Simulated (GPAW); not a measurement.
# BeTe (F-43m) in GPAW: convergence with k mesh

Aim: find how far k mesh must go before the results for BeTe settle, at PBE. This setting moves, with any that are tied to it; all else stays.

Everything below comes from runs of GPAW 26.7.0. Logs are shortened: lines on timing, memory, paths and dates and some standing lists are left out, and cuts for length are marked. The log counts tension as positive stress, the text compression.

## 1. Starting point

The structure is cubic, space group F-43m (No. 216). Conventional cell: a = 5.540 Å, b = 5.540 Å, c = 5.540 Å, α = 90.00°, β = 90.00°, γ = 90.00°. Te (site symmetry -43m) is surrounded by 4 Be at 2.40 Å. Around Be (site symmetry -43m) lie 4 Te at 2.40 Å.

## 2. With k mesh 2 × 2 × 2

Input file run.py:

```python
import json
import numpy as np
import spglib
from ase.constraints import FixSymmetry
from ase.filters import FrechetCellFilter
from ase.io import read, write
from ase.optimize import BFGS
from ase.stress import full_3x3_to_voigt_6_stress, voigt_6_to_full_3x3_strain, voigt_6_to_full_3x3_stress
from ase.units import GPa
from gpaw import GPAW, PW

atoms = read('POSCAR')

calc = GPAW(mode=PW(600),
            xc='PBE',
            kpts={'size': (2, 2, 2), 'gamma': True},
            occupations={'name': 'fermi-dirac', 'width': 0.05},
            nbands=11,
            convergence={'density': 1e-06, 'eigenstates': 1e-09},
            maxiter=150,
            txt='gpaw.txt')
atoms.calc = calc
atoms.set_constraint(FixSymmetry(atoms))
BFGS(FrechetCellFilter(atoms), trajectory='relax.traj', logfile='-').run(fmax=0.005, steps=40)
atoms.set_constraint()
energy = atoms.get_potential_energy()
forces = atoms.get_forces()
stress = atoms.get_stress()
calc.write('gs.gpw')
write('result.traj', atoms)
print('Cell:', atoms.cell.cellpar().round(4))
print(atoms.get_scaled_positions().round(5))

gpts = tuple(int(n) for n in calc.get_number_of_grid_points())
cell = atoms.cell[:].T
dataset = spglib.get_symmetry((atoms.cell[:], atoms.get_scaled_positions(), atoms.numbers), symprec=1e-4)
rotations = [cell @ w @ np.linalg.inv(cell) for w in dataset['rotations']]
strains, clamped, relaxed = [], [], []
for v in [0, 3]:
    for e in (-0.005, 0.005):
        voigt = np.zeros(6)
        voigt[v] = e
        F = voigt_6_to_full_3x3_strain(voigt)
        a = atoms.copy()
        a.set_cell(atoms.cell[:] @ F, scale_atoms=True)
        c = GPAW(mode=PW(600),
                 xc='PBE',
                 kpts={'size': (2, 2, 2), 'gamma': True},
                 occupations={'name': 'fermi-dirac', 'width': 0.05},
                 nbands=11,
                 convergence={'density': 1e-06, 'eigenstates': 1e-09},
                 maxiter=150,
                 gpts=gpts,
                 txt=f'strain-{v}{e:+.3f}.txt')
        a.calc = c
        s0 = s1 = a.get_stress() - stress
        BFGS(a, logfile=None).run(fmax=0.003, steps=25)
        s1 = a.get_stress() - stress
        print(v, e, 'clamped', (s0 / GPa).round(3), 'relaxed', (s1 / GPa).round(3), flush=True)
        for R in rotations:  # images under the point group
            eps = R @ (F - np.eye(3)) @ R.T
            strains.append(full_3x3_to_voigt_6_stress(eps) * [1, 1, 1, 2, 2, 2])
            for s, rows in ((s0, clamped), (s1, relaxed)):
                rows.append(full_3x3_to_voigt_6_stress(R @ voigt_6_to_full_3x3_stress(s) @ R.T))

C0, C = (np.linalg.lstsq(np.array(strains), np.array(s), rcond=None)[0].T / GPa for s in (clamped, relaxed))
print('Clamped-ion Cij (GPa):')
print(C0.round(1))
print('Relaxed-ion Cij (GPa):')
print(C.round(1))
json.dump({'clamped': C0.tolist(), 'relaxed': C.tolist()}, open('elastic.json', 'w'))
```

Input file POSCAR:

```
BeTe
1.0
    0.0000000000      2.7700000000      2.7700000000
    2.7700000000      0.0000000000      2.7700000000
    2.7700000000      2.7700000000      0.0000000000
Te Be
1 1
Direct
    0.7500000000      0.7500000000      0.7500000000
    0.0000000000      0.0000000000      0.0000000000
```

Potentials or basis: GPAW PAW data sets (gpaw-data 1.2.1), pw.

Launch:

```bash
$ OMP_NUM_THREADS=1 python run.py
```

gpaw.txt:

```text
__  _  _
 | _ |_)|_||  |
 |__||  | ||/\| - 26.7.0

Input parameters:
  mode=PW(ecut=600.0),
  convergence={'density': 1e-06, 'eigenstates': 1e-09},
  kpts=MonkhorstPack(size=(2, 2, 2), gamma=True),
  maxiter=150,
  nbands=11,
  occupations=Occupations(name='fermi-dirac', width=0.05),
  xc=XC(name='PBE')

Diagonalizing LCAO Hamiltonian
Converting LCAO to pw mode

                    Te

       Be

Atoms  # Å, Bohr magnetons
|   | symbol |        x |        y |        z |    initial magnetic moments |
|---|--------|----------|----------|----------|-----------------------------|
| 0 |     Te | 4.155000 | 4.155000 | 4.155000 | ( 0.0000,  0.0000,  0.0000) |
| 1 |     Be | 0.000000 | 0.000000 | 0.000000 | ( 0.0000,  0.0000,  0.0000) |

Unit cell  # Å
| periodic |        x |        y |        z |  lengths |    angles |
|----------|----------|----------|----------|----------|-----------|
|      yes | 0.000000 | 2.770000 | 2.770000 | 3.917372 | 60.000000 |
|      yes | 2.770000 | 0.000000 | 2.770000 | 3.917372 | 60.000000 |
|      yes | 2.770000 | 2.770000 | 0.000000 | 3.917372 | 60.000000 |

Number of symmetries: 24
Symmetry operations  # r_c * U_cc + t_c -> r_c
|    | kind |            matrix            |
|----|------|------------------------------|
|  0 |  E   |  1, 0, 0,  0, 1, 0,  0, 0, 1 |
|  1 |  σ   |  1, 0, 0,  0, 0, 1,  0, 1, 0 |
|  2 |  σ   |  1, 0,-1,  0, 1,-1,  0, 0,-1 |
|  3 |  C3  |  1, 0,-1,  0, 0,-1,  0, 1,-1 |
|  4 |  C3  |  1,-1, 0,  0,-1, 1,  0,-1, 0 |
|  5 |  σ   |  1,-1, 0,  0,-1, 0,  0,-1, 1 |
|  6 |  σ   |  0, 1, 0,  1, 0, 0,  0, 0, 1 |
|  7 |  C3  |  0, 1, 0,  0, 0, 1,  1, 0, 0 |
|  8 |  C2  |  0, 1,-1,  1, 0,-1,  0, 0,-1 |
|  9 |  S4  |  0, 1,-1,  0, 0,-1,  1, 0,-1 |
| 10 |  C3  |  0, 0, 1,  1, 0, 0,  0, 1, 0 |
| 11 |  σ   |  0, 0, 1,  0, 1, 0,  1, 0, 0 |
| 12 |  S4  |  0, 0,-1,  1, 0,-1,  0, 1,-1 |
| 13 |  C3  |  0, 0,-1,  0, 1,-1,  1, 0,-1 |
[... 185 lines left out ...]
Stress tensor  # eV/Ang^3
|         x |         y |         z |
|-----------|-----------|-----------|
| -0.080487 |  0.000000 |  0.000000 |
|  0.000000 | -0.080487 |  0.000000 |
|  0.000000 |  0.000000 | -0.080487 |

Forces  # eV/Ang
|        x |        y |       z |
|----------|----------|---------|
|  0.00000 | -0.00000 | 0.00000 |  # Te   0
| -0.00000 |  0.00000 | 0.00000 |  # Be   1

Interpolating wave functions to new cell

                    Te

       Be

Atoms  # Å, Bohr magnetons
|   | symbol |        x |        y |        z |    initial magnetic moments |
|---|--------|----------|----------|----------|-----------------------------|
| 0 |     Te | 4.206082 | 4.206082 | 4.206082 | ( 0.0000,  0.0000,  0.0000) |
| 1 |     Be | 0.000000 | 0.000000 | 0.000000 | ( 0.0000,  0.0000,  0.0000) |

Unit cell  # Å
| periodic |        x |        y |        z |  lengths |    angles |
|----------|----------|----------|----------|----------|-----------|
|      yes | 0.000000 | 2.804054 | 2.804054 | 3.965532 | 60.000000 |
|      yes | 2.804054 | 0.000000 | 2.804054 | 3.965532 | 60.000000 |
|      yes | 2.804054 | 2.804054 | 0.000000 | 3.965532 | 60.000000 |

Number of symmetries: 24
Symmetry operations  # r_c * U_cc + t_c -> r_c
|    | kind |            matrix            |
|----|------|------------------------------|
|  0 |  E   |  1, 0, 0,  0, 1, 0,  0, 0, 1 |
|  1 |  σ   |  1, 0, 0,  0, 0, 1,  0, 1, 0 |
|  2 |  σ   |  1, 0,-1,  0, 1,-1,  0, 0,-1 |
|  3 |  C3  |  1, 0,-1,  0, 0,-1,  0, 1,-1 |
|  4 |  C3  |  1,-1, 0,  0,-1, 1,  0,-1, 0 |
|  5 |  σ   |  1,-1, 0,  0,-1, 0,  0,-1, 1 |
|  6 |  σ   |  0, 1, 0,  1, 0, 0,  0, 0, 1 |
|  7 |  C3  |  0, 1, 0,  0, 0, 1,  1, 0, 0 |
|  8 |  C2  |  0, 1,-1,  1, 0,-1,  0, 0,-1 |
|  9 |  S4  |  0, 1,-1,  0, 0,-1,  1, 0,-1 |
| 10 |  C3  |  0, 0, 1,  1, 0, 0,  0, 1, 0 |
| 11 |  σ   |  0, 0, 1,  0, 1, 0,  1, 0, 0 |
| 12 |  S4  |  0, 0,-1,  1, 0,-1,  0, 1,-1 |
| 13 |  C3  |  0, 0,-1,  0, 1,-1,  1, 0,-1 |
[... 184 lines left out ...]
Stress tensor  # eV/Ang^3
|         x |         y |         z |
|-----------|-----------|-----------|
| -0.060524 | -0.000000 |  0.000000 |
| -0.000000 | -0.060524 |  0.000000 |
|  0.000000 |  0.000000 | -0.060524 |

Forces  # eV/Ang
|        x |        y |        z |
|----------|----------|----------|
| -0.00000 |  0.00000 | -0.00000 |  # Te   0
| -0.00000 | -0.00000 | -0.00000 |  # Be   1

Interpolating wave functions to new cell

                     Te

       Be

Atoms  # Å, Bohr magnetons
|   | symbol |        x |        y |         z |    initial magnetic moments |
|---|--------|----------|----------|-----------|-----------------------------|
| 0 |     Te | 4.392348 | 4.392348 |  4.392348 | ( 0.0000,  0.0000,  0.0000) |
| 1 |     Be | 0.000000 | 0.000000 | -0.000000 | ( 0.0000,  0.0000,  0.0000) |
[... 211 lines left out ...]
Stress tensor  # eV/Ang^3
|         x |         y |         z |
|-----------|-----------|-----------|
| -0.007402 |  0.000000 |  0.000000 |
|  0.000000 | -0.007402 | -0.000000 |
|  0.000000 | -0.000000 | -0.007402 |

Forces  # eV/Ang
|       x |       y |        z |
|---------|---------|----------|
| 0.00000 | 0.00000 |  0.00000 |  # Te   0
| 0.00000 | 0.00000 | -0.00000 |  # Be   1

Interpolating wave functions to new cell

                     Te

       Be

Atoms  # Å, Bohr magnetons
|   | symbol |        x |        y |         z |    initial magnetic moments |
|---|--------|----------|----------|-----------|-----------------------------|
| 0 |     Te | 4.423255 | 4.423255 |  4.423255 | ( 0.0000,  0.0000,  0.0000) |
| 1 |     Be | 0.000000 | 0.000000 | -0.000000 | ( 0.0000,  0.0000,  0.0000) |
[... 210 lines left out ...]
Stress tensor  # eV/Ang^3
|         x |         y |         z |
|-----------|-----------|-----------|
| -0.000993 |  0.000000 | -0.000000 |
|  0.000000 | -0.000993 | -0.000000 |
| -0.000000 | -0.000000 | -0.000993 |

Forces  # eV/Ang
|       x |       y |        z |
|---------|---------|----------|
| 0.00000 | 0.00000 |  0.00000 |  # Te   0
| 0.00000 | 0.00000 | -0.00000 |  # Be   1

Interpolating wave functions to new cell

                     Te

       Be

Atoms  # Å, Bohr magnetons
|   | symbol |        x |        y |         z |    initial magnetic moments |
|---|--------|----------|----------|-----------|-----------------------------|
| 0 |     Te | 4.428184 | 4.428184 |  4.428184 | ( 0.0000,  0.0000,  0.0000) |
| 1 |     Be | 0.000000 | 0.000000 | -0.000000 | ( 0.0000,  0.0000,  0.0000) |
[... 209 lines left out ...]
Stress tensor  # eV/Ang^3
|         x |         y |         z |
|-----------|-----------|-----------|
| -0.000026 |  0.000000 |  0.000000 |
|  0.000000 | -0.000026 |  0.000000 |
|  0.000000 |  0.000000 | -0.000026 |

Forces  # eV/Ang
|        x |        y |        z |
|----------|----------|----------|
| -0.00000 | -0.00000 | -0.00000 |  # Te   0
| -0.00000 |  0.00000 |  0.00000 |  # Be   1

# Writing to gs.gpw (mode='')
```

It took 23 s on 1 thread of Arm Neoverse V2, shared host; peak memory 0.2 GiB.

What came out:

- Free energy: -6.0979 eV
- Relaxed volume: 25.73 Å³/atom
- Relaxed cell: a = 4.175 Å, b = 4.175 Å, c = 4.175 Å, α = 60.00°, β = 60.00°, γ = 60.00°
- Space group after relaxing (to 0.05 Å): F-43m (No. 216)
- Pressure after relaxing: 0.0 GPa
- Band gap on the k mesh: 2.19 eV, indirect (least direct gap 2.83 eV)
- Elastic constants C11, C12, C44: 86, 26, 43 GPa
- Voigt bulk modulus: 46 GPa
- Bulk modulus (Hill): 46 GPa
- Shear modulus (Hill): 37 GPa
- Young's modulus: 88 GPa
- Poisson's ratio (from the elastic constants): 0.18

## 3. With k mesh 3 × 3 × 3

run.py: that of step 2 with these lines changed.

```diff
@@ -15,3 +15,3 @@
             xc='PBE',
-            kpts={'size': (2, 2, 2), 'gamma': True},
+            kpts={'size': (3, 3, 3), 'gamma': True},
             occupations={'name': 'fermi-dirac', 'width': 0.05},
@@ -47,3 +47,3 @@
                  xc='PBE',
-                 kpts={'size': (2, 2, 2), 'gamma': True},
+                 kpts={'size': (3, 3, 3), 'gamma': True},
                  occupations={'name': 'fermi-dirac', 'width': 0.05},
```

POSCAR is that of step 2.

Potentials or basis: GPAW PAW data sets (gpaw-data 1.2.1), pw.

Launch:

```bash
$ OMP_NUM_THREADS=1 python run.py
```

Wall time 28 s (1 thread of Arm Neoverse V2, shared host); peak memory 0.17 GiB.

What came out:

```yaml
Free_energy: -7.3343 eV
Relaxed_volume: 23.37 Å³/atom
Relaxed_cell: a = 4.043 Å, b = 4.043 Å, c = 4.043 Å, α = 60.00°, β = 60.00°, γ = 60.00°
Space_group_after_relaxing_to_0.05_Å: F-43m (No. 216)
Pressure_after_relaxing: 0.0 GPa
Band_gap_on_the_k_mesh: 2.32 eV, indirect (least direct gap 3.50 eV)
Elastic_constants_C11_C12_C44: 95, 35, 49 GPa
Voigt_bulk_modulus: 55 GPa
Bulk_modulus_Hill: 55 GPa
Shear_modulus_Hill: 40 GPa
Young's_modulus: 97 GPa
Poisson's_ratio_from_the_elastic_constants: 0.20
```

## 4. With k mesh 4 × 4 × 4

run.py: that of step 3 with these lines changed.

```diff
@@ -15,3 +15,3 @@
             xc='PBE',
-            kpts={'size': (3, 3, 3), 'gamma': True},
+            kpts={'size': (4, 4, 4), 'gamma': True},
             occupations={'name': 'fermi-dirac', 'width': 0.05},
@@ -47,3 +47,3 @@
                  xc='PBE',
-                 kpts={'size': (3, 3, 3), 'gamma': True},
+                 kpts={'size': (4, 4, 4), 'gamma': True},
                  occupations={'name': 'fermi-dirac', 'width': 0.05},
```

POSCAR is that of step 3.

Launch:

```bash
$ OMP_NUM_THREADS=1 python run.py
```

Run time: 49 s. Hardware: 1 thread of Arm Neoverse V2, shared host; peak memory 0.2 GiB.

Results (log left out):

| Quantity | Value |
| --- | --- |
| Free energy | -7.5700 eV |
| Relaxed volume | 22.91 Å³/atom |
| Relaxed cell | a = 4.017 Å, b = 4.017 Å, c = 4.017 Å, α = 60.00°, β = 60.00°, γ = 60.00° |
| Space group after relaxing (to 0.05 Å) | F-43m (No. 216) |
| Pressure after relaxing | 0.0 GPa |
| Band gap on the k mesh | 2.04 eV, indirect (least direct gap 3.64 eV) |
| Elastic constants C11, C12, C44 | 96, 36, 49 GPa |
| Voigt bulk modulus | 56 GPa |
| Bulk modulus (Hill) | 56 GPa |
| Shear modulus (Hill) | 40 GPa |
| Young's modulus | 98 GPa |
| Poisson's ratio (from the elastic constants) | 0.21 |

## 5. With k mesh 5 × 5 × 5

run.py: that of step 4 with these lines changed.

```diff
@@ -15,3 +15,3 @@
             xc='PBE',
-            kpts={'size': (4, 4, 4), 'gamma': True},
+            kpts={'size': (5, 5, 5), 'gamma': True},
             occupations={'name': 'fermi-dirac', 'width': 0.05},
@@ -47,3 +47,3 @@
                  xc='PBE',
-                 kpts={'size': (4, 4, 4), 'gamma': True},
+                 kpts={'size': (5, 5, 5), 'gamma': True},
                  occupations={'name': 'fermi-dirac', 'width': 0.05},
```

POSCAR is that of step 4.

Launch:

```bash
$ OMP_NUM_THREADS=1 python run.py
```

It took 67 s on 1 thread of Arm Neoverse V2, shared host; peak memory 0.23 GiB.

Results (log left out):

```yaml
Free_energy: -7.6255 eV
Relaxed_volume: 22.79 Å³/atom
Relaxed_cell: a = 4.010 Å, b = 4.010 Å, c = 4.010 Å, α = 60.00°, β = 60.00°, γ = 60.00°
Space_group_after_relaxing_to_0.05_Å: F-43m (No. 216)
Pressure_after_relaxing: 0.0 GPa
Band_gap_on_the_k_mesh: 2.13 eV, indirect (least direct gap 3.64 eV)
Elastic_constants_C11_C12_C44: 97, 37, 49 GPa
Voigt_bulk_modulus: 57 GPa
Bulk_modulus_Hill: 57 GPa
Shear_modulus_Hill: 40 GPa
Young's_modulus: 98 GPa
Poisson's_ratio_from_the_elastic_constants: 0.21
```

## 6. With k mesh 6 × 6 × 6

run.py: that of step 5 with these lines changed.

```diff
@@ -15,3 +15,3 @@
             xc='PBE',
-            kpts={'size': (5, 5, 5), 'gamma': True},
+            kpts={'size': (6, 6, 6), 'gamma': True},
             occupations={'name': 'fermi-dirac', 'width': 0.05},
@@ -47,3 +47,3 @@
                  xc='PBE',
-                 kpts={'size': (5, 5, 5), 'gamma': True},
+                 kpts={'size': (6, 6, 6), 'gamma': True},
                  occupations={'name': 'fermi-dirac', 'width': 0.05},
```

POSCAR is that of step 5.

Potentials or basis: GPAW PAW data sets (gpaw-data 1.2.1), pw.

Launch:

```bash
$ OMP_NUM_THREADS=1 python run.py
```

Run time: 1.8 min. Hardware: 1 thread of Arm Neoverse V2, shared host; peak memory 0.27 GiB.

It converged, with:

| Item | Value |
| --- | --- |
| Free energy | -7.6403 eV |
| Relaxed volume | 22.75 Å³/atom |
| Relaxed cell | a = 4.007 Å, b = 4.007 Å, c = 4.007 Å, α = 60.00°, β = 60.00°, γ = 60.00° |
| Space group after relaxing (to 0.05 Å) | F-43m (No. 216) |
| Pressure after relaxing | 0.0 GPa |
| Band gap on the k mesh | 2.03 eV, indirect (least direct gap 3.64 eV) |
| Elastic constants C11, C12, C44 | 97, 37, 49 GPa |
| Voigt bulk modulus | 57 GPa |
| Bulk modulus (Hill) | 57 GPa |
| Shear modulus (Hill) | 40 GPa |
| Young's modulus | 98 GPa |
| Poisson's ratio (from the elastic constants) | 0.21 |

## 7. With k mesh 8 × 8 × 8

run.py: that of step 6 with these lines changed.

```diff
@@ -15,3 +15,3 @@
             xc='PBE',
-            kpts={'size': (6, 6, 6), 'gamma': True},
+            kpts={'size': (8, 8, 8), 'gamma': True},
             occupations={'name': 'fermi-dirac', 'width': 0.05},
@@ -47,3 +47,3 @@
                  xc='PBE',
-                 kpts={'size': (6, 6, 6), 'gamma': True},
+                 kpts={'size': (8, 8, 8), 'gamma': True},
                  occupations={'name': 'fermi-dirac', 'width': 0.05},
```

POSCAR is that of step 6.

Launch:

```bash
$ OMP_NUM_THREADS=1 python run.py
```

It took 3.3 min on 1 thread of Arm Neoverse V2, shared host; peak memory 0.31 GiB.

The run converged. Its results:

```
Free energy                                  : -7.6459 eV
Relaxed volume                               : 22.74 Å³/atom
Relaxed cell                                 : a = 4.007 Å, b = 4.007 Å, c = 4.007 Å, α = 60.00°, β = 60.00°, γ = 60.00°
Space group after relaxing (to 0.05 Å)       : F-43m (No. 216)
Pressure after relaxing                      : 0.0 GPa
Band gap on the k mesh                       : 2.03 eV, indirect (least direct gap 3.64 eV)
Elastic constants C11, C12, C44              : 97, 37, 49 GPa
Voigt bulk modulus                           : 57 GPa
Bulk modulus (Hill)                          : 57 GPa
Shear modulus (Hill)                         : 40 GPa
Young's modulus                              : 98 GPa
Poisson's ratio (from the elastic constants) : 0.21
```

## 8. With k mesh 9 × 9 × 9

run.py: that of step 7 with these lines changed.

```diff
@@ -15,3 +15,3 @@
             xc='PBE',
-            kpts={'size': (8, 8, 8), 'gamma': True},
+            kpts={'size': (9, 9, 9), 'gamma': True},
             occupations={'name': 'fermi-dirac', 'width': 0.05},
@@ -47,3 +47,3 @@
                  xc='PBE',
-                 kpts={'size': (8, 8, 8), 'gamma': True},
+                 kpts={'size': (9, 9, 9), 'gamma': True},
                  occupations={'name': 'fermi-dirac', 'width': 0.05},
```

POSCAR is that of step 7.

Launch:

```bash
$ OMP_NUM_THREADS=1 python run.py
```

It took 4 min on 1 thread of Arm Neoverse V2, shared host; peak memory 0.34 GiB.

The run converged. Its results:

- Free energy: -7.6463 eV
- Relaxed volume: 22.74 Å³/atom
- Relaxed cell: a = 4.007 Å, b = 4.007 Å, c = 4.007 Å, α = 60.00°, β = 60.00°, γ = 60.00°
- Space group after relaxing (to 0.05 Å): F-43m (No. 216)
- Pressure after relaxing: 0.0 GPa
- Band gap on the k mesh: 2.06 eV, indirect (least direct gap 3.64 eV)
- Elastic constants C11, C12, C44: 97, 37, 49 GPa
- Voigt bulk modulus: 57 GPa
- Bulk modulus (Hill): 57 GPa
- Shear modulus (Hill): 40 GPa
- Young's modulus: 98 GPa
- Poisson's ratio (from the elastic constants): 0.21

## 9. Summary

```tsv
k mesh	energy less the tightest run, at zero smearing (meV/atom)	gap on the mesh (eV)	SCF cycles	CPU time (s)	peak memory (GiB)
2 × 2 × 2	774.20	2.192	11	23	0.2
3 × 3 × 3	156.00	2.323	11	28	0.17
4 × 4 × 4	38.14	2.037	11	49	0.2
5 × 5 × 5	10.39	2.130	11	67	0.23
6 × 6 × 6	3.01	2.029	11	110	0.27
8 × 8 × 8	0.21	2.029	11	200	0.31
9 × 9 × 9	0.00	2.060	11	240	0.34
```

Against the tightest run, the energy stays within 1 meV/atom from 8 × 8 × 8 on. Not settled before the last step: the gap on the mesh (to 0.01 eV). Meshes of other sizes hit other points, so gaps and Fermi surfaces needn't settle smoothly. The tightest run that finished is the yardstick and may itself not be fully converged.

Caveats: the cutoff is short for stress and forces, so pressures can be off by a GPa or more; the density grid can change from cell to cell, which puts small steps into energies and stress; spin-orbit coupling is left out, which moves the levels of the heavy elements; an odd mesh through Γ misses points on the zone boundary, where band edges often lie.
